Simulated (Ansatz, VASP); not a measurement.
# One calculation of SiC (Moissanite 3C), two programs

```xyz
2
Lattice="0.0000 2.1790 2.1790 2.1790 0.0000 2.1790 2.1790 2.1790 0.0000" Properties=species:S:1:pos:R:3 pbc="T T T"
Si    0.0000    0.0000    0.0000
C     3.2685    3.2685    3.2685
```

Alike in both runs: task single point; functional PBE; k mesh 10 × 10 × 10; occupations gaussian, width 0.024 eV; no spin polarisation.

```csv
,VASP,Ansatz
version,VASP 6.6.1,Ansatz 0.2.0
potentials or method,"VASP PAW PBE potentials, release 64 (Si, C)",Ansatz PAW
plane-wave cutoff (eV),520,420
valence electrons in the cell,8,8
```

Ansatz gave:

| Quantity | Value |
| --- | --- |
| gap on the k mesh at the Fermi level (eV) | 1.36 |
| least direct gap on the mesh (eV) | 4.55 |
| pressure (GPa) | 3.3 |

**Question.** Which values does VASP return?

**Answer.** gap on the k mesh at the Fermi level (eV): 1.36; least direct gap on the mesh (eV): 4.54; pressure (GPa): 3.2.

A k mesh can miss the band edges. A hybrid or GW would open this gap; PBE tends to underestimate it.
